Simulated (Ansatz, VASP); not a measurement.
**One calculation of Ce, two programs**

```
CELL_PARAMETERS angstrom
3.22555 0.00000 0.00000
-1.61278 2.79341 0.00000
0.00000 0.00000 5.98120
ATOMIC_POSITIONS crystal
Ce 0.33333 0.66667 0.25000
Ce 0.66667 0.33333 0.75000
```

Change from the starting cell: volume scaled by 1.06, PAW files.

Alike in both runs: task electric field gradients; functional LDA; k mesh 15 × 15 × 7; occupations fermi-dirac, width 0.05 eV; no spin polarisation.

```csv
,VASP,Ansatz
version,VASP 6.6.1,Ansatz 0.2.0
potentials or method,"VASP PAW LDA potentials, release 64 (Ce)","PAW with Ansatz's default frozen-core files, scalar-relativistic"
plane-wave cutoff (eV),520,420
valence electrons in the cell,24,24
```

|  | VASP | Ansatz | Ansatz less VASP |
| --- | --- | --- | --- |
| pressure (GPa) | -6.4 | -6.1 | +0.35 |
| largest component of the traceless stress (GPa) | 0.67 | 0.73 | +0.057 |
| Vzz of the field gradient on the site that differs most (V/Å²) | -125.5 | -107.9 | +17.60 |

Ansatz warned: «gradients_without_spin_orbit».

Spin-orbit coupling is left out, which matters for the levels of Ce. Spin polarisation is off, so any magnetic state and its effect on volume and gap are missing.
